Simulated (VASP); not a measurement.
Input of a VASP 6.6.1 run:

POSCAR

```
Pt
1.0
    0.0000000000      1.9609000000      1.9609000000
    1.9609000000      0.0000000000      1.9609000000
    1.9609000000      1.9609000000      0.0000000000
Pt
1
Direct
    0.0000000000      0.0000000000      0.0000000000
```

File INCAR.step1:

```
SYSTEM = Pt
PREC = Accurate
ENCUT = 520
EDIFF = 1E-5
ISMEAR = -1
SIGMA = 0.05
LREAL = .False.
LASPH = .True.
NELM = 100
ALGO = Normal
ISIF = 2
LWAVE = .True.
LCHARG = .False.
LMAXMIX = 4
GGA = PE
```

Contents of INCAR.step2:

```
SYSTEM = Pt
PREC = Accurate
ENCUT = 520
EDIFF = 1E-7
ISMEAR = -1
SIGMA = 0.05
LREAL = .False.
LASPH = .True.
NELM = 100
ALGO = Normal
ISIF = 2
LWAVE = .False.
LCHARG = .False.
LMAXMIX = 4
GGA = PE
LHFCALC = .True.
HFSCREEN = 0.3
PRECFOCK = Fast
ISTART = 1
```

File KPOINTS:

```
regular mesh
0
Gamma
  6 6 6
  0 0 0
```

File KPOINTS_OPT:

```
path GXWKGLUWLK,UX
12
line-mode
reciprocal
 0.0000000000  0.0000000000  0.0000000000  G
 0.5000000000  0.0000000000  0.5000000000  X

 0.5000000000  0.0000000000  0.5000000000  X
 0.5000000000  0.2500000000  0.7500000000  W

 0.5000000000  0.2500000000  0.7500000000  W
 0.3750000000  0.3750000000  0.7500000000  K

 0.3750000000  0.3750000000  0.7500000000  K
 0.0000000000  0.0000000000  0.0000000000  G

 0.0000000000  0.0000000000  0.0000000000  G
 0.5000000000  0.5000000000  0.5000000000  L

 0.5000000000  0.5000000000  0.5000000000  L
 0.6250000000  0.2500000000  0.6250000000  U

 0.6250000000  0.2500000000  0.6250000000  U
 0.5000000000  0.2500000000  0.7500000000  W

 0.5000000000  0.2500000000  0.7500000000  W
 0.5000000000  0.5000000000  0.5000000000  L

 0.5000000000  0.5000000000  0.5000000000  L
 0.3750000000  0.3750000000  0.7500000000  K

 0.6250000000  0.2500000000  0.6250000000  U
 0.5000000000  0.0000000000  0.5000000000  X
```

Potentials or basis: VASP PAW PBE potentials, release 64 (Pt).

Command:

```console
$ cat potpaw_PBE.64/Pt/POTCAR > POTCAR
$ cp INCAR.step1 INCAR
$ mpirun -np 1 vasp_std > vasp.out
$ cp INCAR.step2 INCAR
$ mpirun -np 1 vasp_std > vasp.out
```

(1) What does it give for the pressure?

(2) Estimate the band gap along the path.

Answers

(1) -1.1 GPa.

(2) none (metal or under the smearing width).

Caveat: the k mesh is coarse (spacing up to 0.46 Å⁻¹), so the values aren't converged, least of all with exact exchange; the PAW data sets were made with another functional, which shifts forces and pressure a little; spin-orbit coupling is left out, which moves the levels of the heavy elements.
